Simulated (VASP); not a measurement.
# ZnSe (Stilleite) (F-43m) in VASP: further runs

The runs below take ZnSe (Stilleite) through relaxation of the atoms, with PBE+D3(BJ).

All numbers are computed with VASP 6.6.1; they aren't measurements. Logs are shortened: lines on timing, memory, paths and dates and some standing lists are left out, and cuts for length are marked.

**What was measured.**

“Alloy Disordering Effects on the Thermal Conductivity and Energy Gap Temperature Dependence of Cd1−xZnxSe Ternary Crystals Grown by the Bridgman Method”, 2023, pmc:10253836 reports, for a bulk crystal of ZnSe at 300 K: band gap 2.695 ± 0.003 eV (an exciton energy, a little under the gap).

The runs below are set against these values where they give the same quantity.

## Step 1: The crystal as given

The structure is cubic, space group F-43m (No. 216). The conventional cell has a = 5.662 Å, b = 5.662 Å, c = 5.662 Å, α = 90.00°, β = 90.00°, γ = 90.00°. Zn (site symmetry -43m) has 4 Se at 2.45 Å as nearest neighbours. Se (site symmetry -43m) has 4 Zn at 2.45 Å as nearest neighbours.

## Step 2: Relaxation of the atoms, PBE+D3(BJ) (a relaxed cell with its volume scaled by 0.94)

INCAR

```
ALGO = Normal
EDIFF = 1E-7
EDIFFG = -0.01
ENCUT = 600
GGA = PE
IBRION = 2
ISIF = 2
ISMEAR = 0
IVDW = 12
LASPH = T
LCHARG = F
LREAL = F
LWAVE = F
NELM = 80
NSW = 40
PREC = Accurate
SIGMA = 0.03
```

KPOINTS

```
k-points
0
Gamma
  8 8 8
```

POSCAR

```
ZnSe                                    
1.0
    0.0000000000      2.7734261974      2.7734261974
    2.7734261974     -0.0000000000      2.7734261974
    2.7734261974      2.7734261974      0.0000000000
  Zn              Se            
     1     1
Direct
     1.0000000000000000    1.0000000000000000    1.0000000000000000
     0.2500000000000000    0.2500000000000000    0.2500000000000000
```

Potentials or basis: VASP PAW PBE potentials, release 64 (Zn, Se).

On the command line:

```sh
> cat potpaw_PBE.64/Zn/POTCAR potpaw_PBE.64/Se/POTCAR > POTCAR
> mpirun -np 1 vasp_std > vasp.out
```

OUTCAR:

```text
EDIFF = 1E-7
   EDIFFG = -0.01
   ENCUT = 600
   GGA = PE
   IBRION = 2
   ISIF = 2
   ISMEAR = 0
   IVDW = 12
   LASPH = T
   LREAL = F
   NELM = 80
   NSW = 40
   PREC = Accurate
 IVDW          = 12

 ion  position               nearest neighbor table
   1  0.000  0.000  0.000-   2 2.40   2 2.40   2 2.40   2 2.40
   2  0.250  0.250  0.250-   1 2.40   1 2.40   1 2.40   1 2.40

  LATTYP: Found a face centered cubic cell.
 ALAT       =     5.5468523948

  Lattice vectors:

 A1 = (   0.0000000000,   2.7734261974,   2.7734261974)
 A2 = (   2.7734261974,   0.0000000000,   2.7734261974)
 A3 = (   2.7734261974,   2.7734261974,   0.0000000000)

Analysis of symmetry for initial positions (statically):
=====================================================================
 Subroutine PRICEL returns:
 Original cell was already a primitive cell.

 Routine SETGRP: Setting up the symmetry group for a
 face centered cubic supercell.

 Subroutine GETGRP returns: Found 24 space group operations
 (whereof 24 operations were pure point group operations)
 out of a pool of 48 trial point group operations.

The static configuration has the point symmetry T_d .

Analysis of symmetry for dynamics (positions and initial velocities):
=====================================================================
 Subroutine PRICEL returns:
 Original cell was already a primitive cell.

 Routine SETGRP: Setting up the symmetry group for a
 face centered cubic supercell.

 Subroutine GETGRP returns: Found 24 space group operations
 (whereof 24 operations were pure point group operations)
 out of a pool of 48 trial point group operations.

The dynamic configuration has the point symmetry T_d .

 Subroutine INISYM returns: Found 24 space group operations
 (whereof 24 operations are pure point group operations),
 and found     1 'primitive' translations

----------------------------------------------------------------------------------------

                                     Primitive cell

  volume of cell :      42.6658

  direct lattice vectors                    reciprocal lattice vectors
     0.000000000  2.773426197  2.773426197    -0.180282425  0.180282425  0.180282425
     2.773426197  0.000000000  2.773426197     0.180282425 -0.180282425  0.180282425
     2.773426197  2.773426197  0.000000000     0.180282425  0.180282425 -0.180282425

  length of vectors
     3.922216943  3.922216943  3.922216943     0.312258320  0.312258320  0.312258320

  position of ions in fractional coordinates (direct lattice)
     0.000000000  0.000000000  0.000000000
     0.250000000  0.250000000  0.250000000

  ion indices of the primitive-cell ions
   primitive index   ion index
                 1           1
                 2           2

----------------------------------------------------------------------------------------

 KPOINTS: k-points

Automatic generation of k-mesh.
 Grid dimensions read from file:
 generate k-points for:    8    8    8

 Generating k-lattice:

  Cartesian coordinates                     Fractional coordinates (reciprocal lattice)
    -0.022535303  0.022535303  0.022535303     0.125000000  0.000000000  0.000000000
     0.022535303 -0.022535303  0.022535303     0.000000000  0.125000000  0.000000000
     0.022535303  0.022535303 -0.022535303     0.000000000  0.000000000  0.125000000

  Length of vectors
     0.039032290  0.039032290  0.039032290

  Shift w.r.t. Gamma in fractional coordinates (k-lattice)
     0.000000000  0.000000000  0.000000000

 Subroutine IBZKPT returns following result:
 ===========================================

 Found     29 irreducible k-points:

 Following reciprocal coordinates:
            Coordinates               Weight
  0.000000  0.000000  0.000000      1.000000
  0.125000  0.000000  0.000000      8.000000
  0.250000  0.000000  0.000000      8.000000
  0.375000  0.000000  0.000000      8.000000
  0.500000  0.000000  0.000000      4.000000
  0.125000  0.125000  0.000000      6.000000
[... 16 lines left out ...]
  0.500000  0.250000  0.125000     48.000000
 -0.375000  0.250000  0.125000     24.000000
 [... further k-points ...]
   k-points           NKPTS =     29   k-points in BZ     NKDIM =     29   number of bands    NBANDS=     13
   number of dos      NEDOS =    301   number of ions     NIONS =      2
   total plane-waves  NPLWV =  32768
   dimension x,y,z NGX =    32 NGY =   32 NGZ =   32
   dimension x,y,z NGXF=    64 NGYF=   64 NGZF=   64
   ions per type =               1   1
   NGX,Y,Z   is equivalent  to a cutoff of  13.56, 13.56, 13.56 a.u.
   NGXF,Y,Z  is equivalent  to a cutoff of  27.13, 27.13, 27.13 a.u.
 SYSTEM =  unknown system
   PREC   = accura    normal or accurate (medium, high low for compatibility)
   ISTART =      0    job   : 0-new  1-cont  2-samecut
   ICHARG =      2    charge: 1-file 2-atom 10-const
   ISPIN  =      1    spin polarized calculation?
   LNONCOLLINEAR =      F non collinear calculations
   LSORBIT =      F    spin-orbit coupling
   LASPH  =      T    aspherical Exc in radial PAW
   ENCUT  =  600.0 eV  44.10 Ry    6.64 a.u.   7.83  7.83  7.83*2*pi/ulx,y,z
   NELM   =     80;   NELMIN=  2; NELMDL= -5     # of ELM steps
   EDIFF  = 0.1E-06   stopping-criterion for ELM
   LREAL  =      F    real-space projection
   EDIFFG = -.1E-01   stopping-criterion for IOM
   NSW    =     40    number of steps for IOM
   IBRION =      2    ionic relax: 0-MD 1-quasi-New 2-CG
   NFREE  =      1    steps in history (QN), initial steepest desc. (CG)
   ISIF   =      2    stress and relaxation
   ISYM   =      2    0-nonsym 1-usesym 2-fastsym
   POTIM  = 0.5000    time-step for ionic-motion
   TEBEG  =    0.0;   TEEND  =   0.0 temperature during run
   PSTRESS=    0.0 pullay stress
   NELECT =      18.0000    total number of electrons
   NUPDOWN=      -1.0000    fix difference up-down
   EMIN   =  10.00;   EMAX   =-10.00  energy-range for DOS
   EFERMI =   0.00;   METHOD = LEGACY
   ISMEAR =     0;   SIGMA  =   0.03  broadening in eV -4-tet -1-fermi 0-gaus
   EFERMI_NEDOS =   21; number of points for ismear=-14 and -15
   IALGO  =     38    algorithm
   IMIX   =      4    mixing-type and parameters
     AMIX     =   0.40;   BMIX     =  1.00
     AMIX_MAG =   1.60;   BMIX_MAG =  1.00
  volume/ion in A,a.u.               =      21.33       143.96
  Fermi-wavevector in a.u.,A,eV,Ry     =   1.227832  2.320267 20.511764  1.507572
  Thomas-Fermi vector in A             =   2.362781
   LORBIT       =      0    0 simple, 1 ext, 2 COOP (PROOUT), +10 PAW based schemes
   GGA     = PE    functional components
   LHFCALC =     F    Hartree Fock is set to
   AEXX    =    0.0000 exact exchange contribution
   IVDW    =    12    specifies the selected vdW correction
   LEPSILON=     F    determine dielectric tensor
   LRPA    =     F    only Hartree local field effects (RPA)
 conjugate gradient relaxation of ions
 non-spin polarized calculation
 Gauss-broadening in eV      SIGMA  =   0.03
  energy-cutoff  :      600.00
  volume of cell :       42.67
 maximum number of plane-waves:      1436
   NGX = 15   NGY = 15   NGZ = 15

 number of electron      18.0000003 magnetization

 Free energy of the ion-electron system (eV)
  ---------------------------------------------------
  ext. energy  EPLUGINS =         0.00000000
  ---------------------------------------------------
  free energy    TOTEN  =        -5.93645278 eV

  energy without entropy =       -5.93645278  energy(sigma->0) =       -5.93645278

 E-fermi :   2.3195     XC(G=0):  -9.6201

 val. band max:        2.1901547533   @ k =   0.0000   0.0000   0.0000
 cond. band min:       3.7483412197   @ k =   0.0000   0.0000   0.0000
 fundamental gap:      1.5581864664
 Fermi energy:         2.3194997508

 k-point     1 :       0.0000    0.0000    0.0000
  band No.  band energies     occupation
      1     -11.5068      2.00000
      2      -4.6145      2.00000
      3      -4.6145      2.00000
      4      -4.6145      2.00000
      5      -4.1832      2.00000
      6      -4.1832      2.00000
      7       2.1902      2.00000
      8       2.1902      2.00000
      9       2.1902      2.00000
     10       3.7483      0.00000
     11       7.9617      0.00000
     12       7.9617      0.00000
     13       7.9617      0.00000

 k-point     2 :       0.1250    0.0000    0.0000
  band No.  band energies     occupation
      1     -11.3932      2.00000
      2      -4.6118      2.00000
      3      -4.5962      2.00000
      4      -4.5962      2.00000
      5      -4.1850      2.00000
      6      -4.1850      2.00000
      7       0.8280      2.00000
      8       2.0186      2.00000
      9       2.0186      2.00000
     10       4.7129      0.00000
     11       7.9596      0.00000
     12       8.2387      0.00000
     13       8.2387      0.00000

 k-point     3 :       0.2500    0.0000    0.0000
  band No.  band energies     occupation
      1     -11.0958      2.00000
      2      -4.5645      2.00000
      3      -4.5560      2.00000
      4      -4.5560      2.00000
      5      -4.1834      2.00000
      6      -4.1834      2.00000
      7      -1.0272      2.00000
      8       1.6559      2.00000
      9       1.6559      2.00000
     10       5.1041      0.00000
     11       8.6375      0.00000
     12       8.6375      0.00000
     13       8.9499      0.00000
[... 305 lines left out ...]
 k-point    23 :       0.5000    0.2500    0.1250
  band No.  band energies     occupation
      1     -10.5779      2.00000
      2      -4.5145      2.00000
      3      -4.4714      2.00000
      4      -4.3378      2.00000
      5      -4.1704      2.00000
      6      -4.1173      2.00000
      7      -2.4291      2.00000
      8      -0.3144      2.00000
      9       0.7583      2.00000
     10       6.6400      0.00000
     11       7.7472      0.00000
     12       8.9583      0.00000
     13      10.5888      0.00000

 k-point    24 :      -0.3750    0.2500    0.1250
  band No.  band energies     occupation
      1     -10.4503      2.00000
      2      -4.5021      2.00000
      3      -4.4536      2.00000
      4      -4.2274      2.00000
      5      -4.1763      2.00000
      6      -3.9431      2.00000
      7      -3.0803      2.00000
      8      -0.4491      2.00000
      9       0.5563      2.00000
     10       6.6034      0.00000
     11       7.6765      0.00000
     12       9.7623      0.00000
     13      11.0658      0.00000

 [... further k-points ...]

------------------------ aborting loop because EDIFF is reached ----------------------------------------

 Edisp (eV)   -0.69207

 E8    (eV) :    -0.2900

  FORCE on cell =-STRESS in cart. coord.  units (eV):
  Direction    XX          YY          ZZ          XY          YZ          ZX
  --------------------------------------------------------------------------------------
  -------------------------------------------------------------------------------------
  Total       1.18976     1.18976     1.18976     0.00000     0.00000    -0.00000
  in kB      44.67761    44.67761    44.67761     0.00000     0.00000    -0.00000
  external pressure =       44.68 kB  Pullay stress =        0.00 kB

 VOLUME and BASIS-vectors are now :
 -----------------------------------------------------------------------------
  energy-cutoff  :      600.00
  volume of cell :       42.67
      direct lattice vectors                 reciprocal lattice vectors
     0.000000000  2.773426197  2.773426197    -0.180282425  0.180282425  0.180282425
     2.773426197  0.000000000  2.773426197     0.180282425 -0.180282425  0.180282425
     2.773426197  2.773426197  0.000000000     0.180282425  0.180282425 -0.180282425

 POSITION                                       TOTAL-FORCE (eV/Angst)
 -----------------------------------------------------------------------------------
      0.00000      0.00000      0.00000         0.000000      0.000000      0.000000
      1.38671      1.38671      1.38671        -0.000000     -0.000000     -0.000000
 -----------------------------------------------------------------------------------
    total drift:                                0.000001      0.000001      0.000001

  FREE ENERGIE OF THE ION-ELECTRON SYSTEM (eV)
  ---------------------------------------------------
  free  energy   TOTEN  =        -6.6285260853 eV

  energy  without entropy=       -6.6285260853  energy(sigma->0) =       -6.62852609

 reached required accuracy - stopping structural energy minimisation
```

Wall time 8.8 s (1 thread of Intel Xeon 6975P-C (Granite Rapids), shared host); peak memory 0.19 GiB.

What came out:

* Free energy: -6.6285 eV
* Pressure after relaxing: 4.5 GPa
* Band gap on the k mesh: 1.56 eV, direct
* Dispersion energy per atom: -0.346 eV

Final structure:
```xyz
2
Lattice="0.0000 2.7734 2.7734 2.7734 0.0000 2.7734 2.7734 2.7734 0.0000" Properties=species:S:1:pos:R:3 pbc="T T T"
Zn    0.0000    0.0000    0.0000
Se    1.3867    1.3867    1.3867
```

Caveat: the relaxation stopped at its first step, so nothing moved.

[end of part 1 of 3]
